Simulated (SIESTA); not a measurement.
**BP: equation of state with PBE**

Crystal: BP.

```xyz
2
Lattice="0.0000 2.2690 2.2690 2.2690 0.0000 2.2690 2.2690 2.2690 0.0000" Properties=species:S:1:pos:R:3 pbc="T T T"
P     3.4035    3.4035    3.4035
B     0.0000    0.0000    0.0000
```

| Property | Result |
| --- | --- |
| Program | SIESTA 5.4.2 |
| Task | equation of state |
| Functional | PBE |
| Potentials or basis | PseudoDojo 0.4 standard (PBE files) |
| Basis | TZ (energy shift 0.002 Ry) |
| Grid cutoff | 500 Ry |
| Energy shift | 0.002 Ry |
| k mesh | 10 × 10 × 10 |
| Occupations | fermi-dirac, width 0.05 eV |
| Spin | no spin polarisation |

| Property | Result |
| --- | --- |
| Equilibrium volume | 12.48 Å³/atom (rough: see the caveat) |
| Bulk modulus | 140 GPa (rough) |

Energy against volume, from the lowest point:
| volume (Å³/atom) | energy (meV/atom) |
| --- | --- |
| 10.981 | 95.18 |
| 11.214 | 65.71 |
| 11.448 | 42.34 |
| 11.682 | 24.51 |
| 11.915 | 11.77 |
| 12.149 | 3.73 |
| 12.383 | 0.00 |

All runs of the series together: 2.7 min on 1 thread of Arm Neoverse V1, with other jobs on the host.

Caveat: the basis has no polarisation orbitals; the minimum lies outside the volumes run; the basis of atomic orbitals isn't converged, which shifts pressures, moduli and gaps.
